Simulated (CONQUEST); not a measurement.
# BN (P1) in CONQUEST: convergence with k mesh

Aim: find how far k mesh must go before the results for BN settle, at PBE. This setting moves, with any that are tied to it; all else stays.

Everything below comes from runs of CONQUEST 1.3. Logs are shortened: lines on timing, memory, paths and dates and some standing lists are left out, and cuts for length are marked.

### Step 1. The cell of the first run

The typed cell holds 8 atoms: a = 2.498 Å, b = 4.327 Å, c = 6.636 Å, α = 90.00°, β = 90.00°, γ = 90.00°.

The cell isn't the ideal one: atoms moved at random.

### Step 2. With k mesh 2 × 1 × 1

File Conquest_input:

```
IO.Title BN
IO.Coordinates coords.dat
IO.FractionalAtomicCoords T
IO.Iprint 2
IO.Iprint_init 1
General.NumberOfSpecies 2
General.PseudopotentialType hamann
AtomMove.TypeOfRun static
AtomMove.FullStress T
Grid.GridCutoff 150
DM.SolutionMethod diagon
Diag.MPMesh T
Diag.GammaCentred T
Diag.MPMeshX 2
Diag.MPMeshY 1
Diag.MPMeshZ 1
Diag.kT 0.00183747
minE.SCTolerance 1e-6
SC.MaxIters 100
IO.AtomChargeOutput T
%block ChemicalSpeciesLabel
1 14.010 N
2 10.810 B
%endblock
```

File coords.dat:

```
    4.7209893936     0.0000000000     0.0000000000
    0.0000000000     8.1769934926     0.0000000000
    0.0000000000     0.0000000000    12.5396556452
8
  0.4908260000   0.8298920000   0.7482420000 1 T T T
  0.9908260000   0.3298920000   0.7482420000 1 T T T
  0.4990780000   0.1666400000   0.2502460000 1 T T T
  0.9990780000   0.6666400000   0.2502460000 1 T T T
  0.0068770000   0.3394180000   0.2481610000 2 T T T
  0.5068770000   0.8394180000   0.2481610000 2 T T T
  0.4961150000   0.1682630000   0.7522490000 2 T T T
  0.9961150000   0.6682630000   0.7522490000 2 T T T
```

Potentials or basis: PseudoDojo NC PBE, DZP, grid cutoff 150 Ha.

Launch:

```sh
OMP_NUM_THREADS=1 Conquest
```

The log of the run:

```text
Simulation cell dimensions:     4.7210 a0 x     8.1770 a0 x    12.5397 a0

      Atomic coordinates (a0)
         Atom         X         Y         Z  Species
            1    2.3172    6.7860    9.3827        1
            2    4.6777    2.6975    9.3827        1
            3    2.3561    1.3626    3.1380        1
            4    4.7166    5.4511    3.1380        1
            5    0.0325    2.7754    3.1119        2
            6    2.3930    6.8639    3.1119        2
            7    2.3422    1.3759    9.4329        2
            8    4.7026    5.4644    9.4329        2

         Monkhorst-Pack mesh:   2 x   1 x   1 gamma-centred
        This calculation includes non-local pseudopotentials,
         with a maximum core radius of      6.81425162

    Job title: BN
    Job to be run: static calculation

[... 5 lines left out ...]
      Using Fermi-Dirac smearing

    Integration grid size:     32 x   48 x   72

    Integration grid spacing:  0.148 a0 x 0.170 a0 x 0.174 a0

    Number of species:  2
    --------------------------------------------------------
    |   #  mass (au)  Charge (e)  SF Rad (a0)  NSF  Label  |
    --------------------------------------------------------
    |   1     14.010       5.000        5.747   13  N      |
    |   2     10.810       3.000        7.141   13  B      |
    --------------------------------------------------------
          SCF tolerance:                 0.00000100
          SCF iterations:               100

    The functional used will be GGA PBE96

           radial cut-off to be used is taken to be max PAO cut-off radius for this species:    5.483972

           greatest ang. mom. for making density from PAOs:  2

           radial cut-off to be used is taken to be max PAO cut-off radius for this species:    6.814252

           greatest ang. mom. for making density from PAOs:  2
    Minimum blocs/proc is     1728. Maximum blocs/proc is     1728
    set_atom_dens: In set_atomic_density, electrons :      32.000000000000
 matrix_size & matrix_size_padH =          104         104

    Screened ion int: energy:     -35.275799103913 Ha

    new_SC_potl: Starting.  Tolerance:  0.10000E-05

    PulayMixSC: Starting Pulay mixing, A_up =  0.500 A_dn =  0.500
    PulayMixSC: Spin non-polarised calculation.
          Harris-Foulkes Energy            :       -53.684792345538057 Ha
          (TS=0 as O(N) or entropic contribution is negligible)
          DFT Total Energy                 :       -53.202682304717335 Ha
          Total number of electrons        :        31.999999999998995
    PulayMixSC: Pulay iteration     1 residual:              0.11860E-01
          Harris-Foulkes Energy            :       -53.479461408303045 Ha
          (TS=0 as O(N) or entropic contribution is negligible)
          DFT Total Energy                 :       -53.440031136719931 Ha
          Total number of electrons        :        31.999998364363076
    PulayMixSC: Pulay iteration     2 residual:              0.47990E-02
          Harris-Foulkes Energy            :       -53.462709296906645 Ha
          (TS=0 as O(N) or entropic contribution is negligible)
          DFT Total Energy                 :       -53.460978321990694 Ha
          Total number of electrons        :        31.999998470647821
    PulayMixSC: Pulay iteration     3 residual:              0.17559E-02
          Harris-Foulkes Energy            :       -53.461671060678199 Ha
          (TS=0 as O(N) or entropic contribution is negligible)
          DFT Total Energy                 :       -53.461487611409908 Ha
          Total number of electrons        :        31.999998182814267
    PulayMixSC: Pulay iteration     4 residual:              0.23965E-03
          Harris-Foulkes Energy            :       -53.461634139541673 Ha
          (TS=0 as O(N) or entropic contribution is negligible)
          DFT Total Energy                 :       -53.461528225096401 Ha
          Total number of electrons        :        31.999998062423320
    PulayMixSC: Pulay iteration     5 residual:              0.85310E-04
          Harris-Foulkes Energy            :       -53.461596935500417 Ha
          (TS=0 as O(N) or entropic contribution is negligible)
          DFT Total Energy                 :       -53.461596922476822 Ha
          Total number of electrons        :        31.999997995447067
    PulayMixSC: Pulay iteration     6 residual:              0.91361E-05
          Harris-Foulkes Energy            :       -53.461596956791240 Ha
          (TS=0 as O(N) or entropic contribution is negligible)
          DFT Total Energy                 :       -53.461596958565870 Ha
          Total number of electrons        :        31.999997980571621
    PulayMixSC: Pulay iteration     7 residual:              0.22330E-05
          Harris-Foulkes Energy            :       -53.461596958904238 Ha
          (TS=0 as O(N) or entropic contribution is negligible)
          DFT Total Energy                 :       -53.461596958803895 Ha
          Total number of electrons        :        31.999997975672052
    PulayMixSC: Pulay iteration     8 residual:              0.87003E-06
    PulayMixSC: Reached SCF tolerance of  0.87003E-06 after      8 iterations
      | Number of electrons      =        31.999998
      |* band energy as 2Tr[K.H] =       -17.480246579261621 Ha
      |  screened ion-ion energy =       -35.275799103912547 Ha
      |  Ha correction           =        -3.011554523923491 Ha
      |  XC correction           =         2.305990976996962 Ha
      |* Harris-Foulkes energy   =       -53.461596958904238 Ha
      |* DFT total energy        =       -53.461596958803895 Ha
      |  estimated accuracy      =        -0.000000000100343 Ha

    force: Forces on atoms (Ha/a0)
    force:  Atom   X              Y              Z
    force:     1   0.0122616216   0.0065846082   0.0069510763
    force:     2   0.0122616216   0.0065846082   0.0069510763
    force:     3   0.0156039271   0.0394702536  -0.0039372405
    force:     4   0.0156039271   0.0394702536  -0.0039372405
    force:     5  -0.0157787238  -0.0413934363   0.0034880550
    force:     6  -0.0157787238  -0.0413934363   0.0034880550
    force:     7  -0.0125459671  -0.0047990810  -0.0065875971
    force:     8  -0.0125459671  -0.0047990810  -0.0065875971

    force: Maximum force :        0.04139344(Ha/a0) on atom         5 in y direction
    force: Force Residual:        0.03262395 Ha/a0
    force: Total stress:        -37.98311640     0.19946565     0.03211445 GPa
                             0.19946565    -3.06426934    -0.04716397
                             0.03211445    -0.04716397    -3.26131748
    force: Average pressure:     14.76956774 GPa

    force: Finished force
    get_E_and_F: Change in energy during last step of electronic optimisation: -0.21130E-08

    BIBLIOGRAPHY: Please consider citing the following references in the conquest.bib file

    CONQUEST:         Bowler2002pt, Miyazaki2004, Nakata2020
    Basis:            Bowler2019
    DM:               Bowler:2006xr
    Pseudopotentials: Hamann2013, Bowler2019
    XC functional:    Perdew1996
```

Run time: 32 s. Hardware: 1 thread of AMD EPYC 9B45 (Zen 5), shared host; peak memory 1.1 GiB.

Results:

* Free energy: -1454.7642 eV
* Pressure: 14.8 GPa
* Largest force: 2.285 eV/Å
* Band gap on the k mesh: 4.43 eV

### Step 3. With k mesh 3 × 2 × 1

Changes to Conquest_input since step 2:

```diff
@@ -13,4 +13,4 @@
 Diag.GammaCentred T
-Diag.MPMeshX 2
-Diag.MPMeshY 1
+Diag.MPMeshX 3
+Diag.MPMeshY 2
 Diag.MPMeshZ 1
```

coords.dat is that of step 2.

Potentials or basis: PseudoDojo NC PBE, DZP, grid cutoff 150 Ha.

Launch:

```sh
OMP_NUM_THREADS=1 Conquest
```

Wall time 32 s (1 thread of AMD EPYC 9B45 (Zen 5), shared host); peak memory 1.1 GiB.

Results:

* Free energy: -1457.5083 eV
* Pressure: 8.8 GPa
* Largest force: 1.702 eV/Å
* Band gap on the k mesh: 4.24 eV

### Step 4. With k mesh 4 × 2 × 2

Changes to Conquest_input since step 3:

```diff
@@ -13,5 +13,5 @@
 Diag.GammaCentred T
-Diag.MPMeshX 3
+Diag.MPMeshX 4
 Diag.MPMeshY 2
-Diag.MPMeshZ 1
+Diag.MPMeshZ 2
 Diag.kT 0.00183747
```

coords.dat is that of step 3.

Launch:

```sh
OMP_NUM_THREADS=1 Conquest
```

Wall time 36 s (1 thread of AMD EPYC 9B45 (Zen 5), shared host); peak memory 1.1 GiB.

Results:

```yaml
Free_energy: -1457.7445 eV
Pressure: 8.2 GPa
Largest_force: 1.587 eV/Å
Band_gap_on_the_k_mesh: 4.16 eV
```

### Step 5. With k mesh 5 × 3 × 2

Changes to Conquest_input since step 4:

```diff
@@ -13,4 +13,4 @@
 Diag.GammaCentred T
-Diag.MPMeshX 4
-Diag.MPMeshY 2
+Diag.MPMeshX 5
+Diag.MPMeshY 3
 Diag.MPMeshZ 2
```

coords.dat is that of step 4.

Launch:

```sh
OMP_NUM_THREADS=1 Conquest
```

Run time: 39 s. Hardware: 1 thread of AMD EPYC 9B45 (Zen 5), shared host; peak memory 1.1 GiB.

Results:

```yaml
Free_energy: -1457.8538 eV
Pressure: 8.0 GPa
Largest_force: 1.492 eV/Å
Band_gap_on_the_k_mesh: 4.16 eV
```

### Step 6. With k mesh 6 × 4 × 3

Changes to Conquest_input since step 5:

```diff
@@ -13,5 +13,5 @@
 Diag.GammaCentred T
-Diag.MPMeshX 5
-Diag.MPMeshY 3
-Diag.MPMeshZ 2
+Diag.MPMeshX 6
+Diag.MPMeshY 4
+Diag.MPMeshZ 3
 Diag.kT 0.00183747
```

coords.dat is that of step 5.

Potentials or basis: PseudoDojo NC PBE, DZP, grid cutoff 150 Ha.

Launch:

```sh
OMP_NUM_THREADS=1 Conquest
```

Wall time 49 s (1 thread of AMD EPYC 9B45 (Zen 5), shared host); peak memory 1.1 GiB.

It converged, with:

- Free energy: -1457.8733 eV
- Pressure: 7.9 GPa
- Largest force: 1.481 eV/Å
- Band gap on the k mesh: 4.22 eV

### Step 7. With k mesh 8 × 5 × 3

Changes to Conquest_input since step 6:

```diff
@@ -13,4 +13,4 @@
 Diag.GammaCentred T
-Diag.MPMeshX 6
-Diag.MPMeshY 4
+Diag.MPMeshX 8
+Diag.MPMeshY 5
 Diag.MPMeshZ 3
```

coords.dat is that of step 6.

Launch:

```sh
OMP_NUM_THREADS=1 Conquest
```

It took 55 s on 1 thread of AMD EPYC 9B45 (Zen 5), shared host; peak memory 1.1 GiB.

It converged, with:

```
Free energy            : -1457.8747 eV
Pressure               : 7.9 GPa
Largest force          : 1.476 eV/Å
Band gap on the k mesh : 4.18 eV
```

### Step 8. With k mesh 9 × 5 × 4

Changes to Conquest_input since step 7:

```diff
@@ -13,5 +13,5 @@
 Diag.GammaCentred T
-Diag.MPMeshX 8
+Diag.MPMeshX 9
 Diag.MPMeshY 5
-Diag.MPMeshZ 3
+Diag.MPMeshZ 4
 Diag.kT 0.00183747
```

coords.dat is that of step 7.

Launch:

```sh
OMP_NUM_THREADS=1 Conquest
```

It took 71 s on 1 thread of AMD EPYC 9B45 (Zen 5), shared host; peak memory 1.1 GiB.

The run converged. Its results:

- Free energy: -1457.8748 eV
- Pressure: 7.9 GPa
- Largest force: 1.475 eV/Å
- Band gap on the k mesh: 4.20 eV

### Step 9. With k mesh 11 × 6 × 4

Changes to Conquest_input since step 8:

```diff
@@ -13,4 +13,4 @@
 Diag.GammaCentred T
-Diag.MPMeshX 9
-Diag.MPMeshY 5
+Diag.MPMeshX 11
+Diag.MPMeshY 6
 Diag.MPMeshZ 4
```

coords.dat is that of step 8.

Potentials or basis: PseudoDojo NC PBE, DZP, grid cutoff 150 Ha.

Launch:

```sh
OMP_NUM_THREADS=1 Conquest
```

Run time: 95 s. Hardware: 1 thread of AMD EPYC 9B45 (Zen 5), shared host; peak memory 1.1 GiB.

The run converged. Its results:

```
Free energy            : -1457.8750 eV
Pressure               : 7.9 GPa
Largest force          : 1.475 eV/Å
Band gap on the k mesh : 4.17 eV
```

### Step 10. With k mesh 13 × 8 × 5

Changes to Conquest_input since step 9:

```diff
@@ -13,5 +13,5 @@
 Diag.GammaCentred T
-Diag.MPMeshX 11
-Diag.MPMeshY 6
-Diag.MPMeshZ 4
+Diag.MPMeshX 13
+Diag.MPMeshY 8
+Diag.MPMeshZ 5
 Diag.kT 0.00183747
```

coords.dat is that of step 9.

Launch:

```sh
OMP_NUM_THREADS=1 Conquest
```

It took 2.3 min on 1 thread of AMD EPYC 9B45 (Zen 5), shared host; peak memory 1.1 GiB.

The run converged. Its results:

| Property | Result |
| --- | --- |
| Free energy | -1457.8750 eV |
| Pressure | 7.9 GPa |
| Largest force | 1.475 eV/Å |
| Band gap on the k mesh | 4.17 eV |

### Step 11. With k mesh 15 × 9 × 6

Changes to Conquest_input since step 10:

```diff
@@ -13,5 +13,5 @@
 Diag.GammaCentred T
-Diag.MPMeshX 13
-Diag.MPMeshY 8
-Diag.MPMeshZ 5
+Diag.MPMeshX 15
+Diag.MPMeshY 9
+Diag.MPMeshZ 6
 Diag.kT 0.00183747
```

coords.dat is that of step 10.

Launch:

```sh
OMP_NUM_THREADS=1 Conquest
```

Run time: 3.3 min. Hardware: 1 thread of AMD EPYC 9B45 (Zen 5), shared host; peak memory 1.1 GiB.

It converged, with:

```yaml
Free_energy: -1457.8750 eV
Pressure: 7.9 GPa
Largest_force: 1.475 eV/Å
Band_gap_on_the_k_mesh: 4.16 eV
```

### Step 12. The series at a glance

```
    k mesh  energy less the tightest run, at zero smearing (meV/atom)  pressure (GPa)  largest force (eV/Å)  gap on the mesh (eV)  SCF cycles  CPU time (s)  peak memory (GiB)
 2 × 1 × 1                                                     388.85           14.77                 2.285                 4.431           8            31                1.1
 3 × 2 × 1                                                      45.83            8.77                 1.702                 4.240           8            32                1.1
 4 × 2 × 2                                                      16.32            8.25                 1.587                 4.160           8            36                1.1
 5 × 3 × 2                                                       2.65            7.95                 1.492                 4.164           8            39                1.1
 6 × 4 × 3                                                       0.22            7.88                 1.481                 4.225           8            49                1.1
 8 × 5 × 3                                                       0.04            7.88                 1.476                 4.175           8            55                1.1
 9 × 5 × 4                                                       0.02            7.88                 1.475                 4.205           8            71                1.1
11 × 6 × 4                                                       0.00            7.88                 1.475                 4.170           8            95                1.1
13 × 8 × 5                                                       0.00            7.88                 1.475                 4.166           8           140                1.1
15 × 9 × 6                                                       0.00            7.88                 1.475                 4.159           8           200                1.1
```

Against the tightest run, the energy stays within 1 meV/atom from 6 × 4 × 3 on; the pressure stays within 0.1 GPa from 5 × 3 × 2 on; the largest force stays within 0.005 eV/Å from 8 × 5 × 3 on; the gap on the mesh stays within 0.01 eV from 13 × 8 × 5 on. Meshes of other sizes hit other points, so gaps and Fermi surfaces needn't settle smoothly. The tightest run that finished is the yardstick and may itself not be fully converged.

Caveats: an odd mesh through Γ misses points on the zone boundary, where band edges often lie; the basis of atomic orbitals isn't converged, which shifts pressures, moduli and gaps.
